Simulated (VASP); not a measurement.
## Cs2AgBiBr6: relaxation of the atoms with PBE

Cs2AgBiBr6:

```
Cs Ag Bi Br
1.0
     0.00000    5.79586    5.79586
     5.79586    0.00000    5.79586
     5.79586    5.79586    0.00000
Cs Ag Bi Br
2 1 1 6
Cartesian
  2.8979 2.8979 2.8979
  8.6938 8.6938 8.6938
  5.7959 5.7959 5.7959
  5.7959 11.5917 5.7959
  5.7959 2.9013 5.7959
  8.6904 5.7959 5.7959
  5.7959 8.6904 5.7959
  2.9013 5.7959 5.7959
  5.7959 5.7959 2.9013
  5.7959 5.7959 8.6904
```

The cell isn't the ideal one: a relaxed cell with its volume scaled by 1.02.

| Quantity | Value |
| --- | --- |
| Program | VASP 6.6.1 |
| Task | relaxation of the atoms |
| Functional | PBE |
| Potentials or basis | VASP PAW PBE potentials, release 64 (Cs_sv, Ag, Bi, Br) |
| Cutoff | 300 eV |
| k mesh | 2 × 2 × 2 |
| Occupations | gaussian, width 0.03 eV |
| Spin | no spin polarisation |
| Further INCAR settings | ALGO = Fast; EDIFF = 1e-07; IBRION = 2; EDIFFG = -0.01; NSW = 40 |

- Energy gained by relaxing: 0.1 meV/atom
- Ionic steps: 3
- Pressure after relaxing: -0.4 GPa
- Band gap on the k mesh: 1.35 eV, indirect (least direct gap 2.33 eV)

Step by step:
```
step  energy change (eV)  largest force (eV/Å)  pressure (GPa)
   1              0.0000                0.0599           -0.44
   2             -0.0009                0.0389           -0.42
   3             -0.0015                0.0004           -0.38
```

Final structure:
```cif
data_structure
_symmetry_space_group_name_H-M 'P 1'
_symmetry_Int_Tables_number 1
_cell_length_a 8.1966
_cell_length_b 8.1966
_cell_length_c 8.1966
_cell_angle_alpha 60.000
_cell_angle_beta 60.000
_cell_angle_gamma 60.000
_cell_volume 389.39
loop_
_atom_site_label
_atom_site_type_symbol
_atom_site_fract_x
_atom_site_fract_y
_atom_site_fract_z
_atom_site_occupancy
Cs1 Cs 0.25000 0.25000 0.25000 1
Cs2 Cs 0.75000 0.75000 0.75000 1
Ag1 Ag 0.50000 0.50000 0.50000 1
Bi1 Bi 0.00000 0.00000 0.00000 1
Br1 Br 0.24958 0.75042 0.24958 1
Br2 Br 0.24958 0.75042 0.75042 1
Br3 Br 0.75042 0.24958 0.75042 1
Br4 Br 0.75042 0.24958 0.24958 1
Br5 Br 0.24958 0.24958 0.75042 1
Br6 Br 0.75042 0.75042 0.24958 1
```

Levels at points of the mesh, in eV from the valence-band top:
```
           k point  band 35  band 36  band 37  band 38  band 39  band 40  band 41  band 42
(0.00, 0.00, 0.00)    -0.88    -0.88    -0.54    -0.54     2.40     2.40     2.40     3.71
(0.50, 0.00, 0.00)    -1.14    -1.12    -0.98    -0.98     1.35     3.54     3.54     5.07
(0.50, 0.50, 0.00)    -1.20    -0.89    -0.55     0.00     2.81     2.81     3.11     4.11
```

Wall time 45 s on 2 MPI ranks on Intel(R) Xeon(R) Platinum 8488C (Sapphire Rapids), on a shared host, peak memory 0.25 GiB a rank.

Caveat: the k mesh is coarse (spacing up to 0.47 Å⁻¹), so the values aren't converged; the cutoff is under 1.25 times the usual one of these potentials, so pressure, stress and relaxed cells hold a basis-set (Pulay) error; spin-orbit coupling is left out, which as a rule narrows the gap of such compounds by several tenths of an eV. A k mesh can miss the band edges.
